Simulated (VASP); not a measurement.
Input of a VASP 6.6.1 run:

File INCAR:

```
  ALGO = Fast
  DIPOL = 0.5 0.5 0.337
  EDIFF = 1E-6
  ENCUT = 520
  IDIPOL = 3
  ISIF = 2
  ISMEAR = 0
  LASPH = T
  LCHARG = F
  LDIPOL = T
  LREAL = Auto
  LWAVE = F
  NBANDS = 64
  NELM = 100
  PREC = Accurate
  SIGMA = 0.05
```

Contents of KPOINTS:

```
k-points
0
Gamma
  4 4 1
```

Contents of POSCAR:

```
Si3H2C2
1.0
    6.1223116280      0.0000000000      0.0000000000
    0.0000000000      6.1223116280      0.0000000000
    0.0000000000      0.0000000000     18.0336064671
Si C H
12 8 8
Direct
    0.2500000000      0.2500000000      0.2691906584
    0.2500000000      0.7500000000      0.2691906584
    0.7500000000      0.2500000000      0.2691906584
    0.7500000000      0.7500000000      0.2691906584
    0.5000000000      0.5000000000      0.3907441434
    0.5000000000      0.0000000000      0.3907441434
    0.0000000000      0.5000000000      0.3907411325
    0.0000000000      0.0000000000      0.3907411325
    0.7500032500      0.7500000000      0.5120561097
    0.7500032500      0.2500000000      0.5120561097
    0.2499967500      0.7500000000      0.5120561097
    0.2499967500      0.2500000000      0.5120561097
    0.7500000000      0.5000000000      0.3292053881
    0.7500000000      0.0000000000      0.3292053881
    0.2500000000      0.5000000000      0.3292053881
    0.2500000000      0.0000000000      0.3292053881
    0.0000000000      0.7500000000      0.4479033635
    0.0000000000      0.2500000000      0.4479033635
    0.5000000000      0.7500000000      0.4479052921
    0.5000000000      0.2500000000      0.4479052921
    0.1018236707      0.2500000000      0.2043633518
    0.3981348503      0.2500000000      0.2043580857
    0.3981348503      0.7500000000      0.2043580857
    0.1018236707      0.7500000000      0.2043633518
    0.6018651497      0.2500000000      0.2043580857
    0.8981763293      0.2500000000      0.2043633518
    0.8981763293      0.7500000000      0.2043633518
    0.6018651497      0.7500000000      0.2043580857
```

Potentials or basis: VASP PAW LDA potentials, release 64 (Si, C, H).

The run is started by

```console
$ cat potpaw_LDA.64/Si/POTCAR potpaw_LDA.64/C/POTCAR potpaw_LDA.64/H/POTCAR > POTCAR
$ mpirun -np 1 vasp_std > vasp.out
```

Question: What does it give for the largest force?

Answer: 1.248 eV/Å.

Question: Estimate the band gap on the k mesh.

Answer: None (metal or under the smearing width).

Forces in eV/Å, atoms in the order of the input:
```
Si   0.001  0.000  1.223
Si   0.001  0.000  1.223
Si  -0.001  0.000  1.223
Si  -0.001  0.000  1.223
Si   0.000  0.000  0.000
Si   0.000  0.000  0.000
Si   0.000  0.000  0.001
Si   0.000  0.000  0.001
Si   0.000  0.000  0.022
Si   0.000  0.000  0.022
Si   0.000  0.000  0.022
Si   0.000  0.000  0.022
C    0.000  0.000 -1.248
C    0.000  0.000 -1.248
C    0.000  0.000 -1.248
C    0.000  0.000 -1.248
C    0.000  0.000  0.003
C    0.000  0.000  0.003
C    0.000  0.000  0.003
C    0.000  0.000  0.003
H    0.009  0.000  0.000
H   -0.008  0.000 -0.001
H   -0.008  0.000 -0.001
H    0.009  0.000  0.000
H    0.008  0.000 -0.001
H   -0.009  0.000  0.000
H   -0.009  0.000  0.000
H    0.008  0.000 -0.001
```
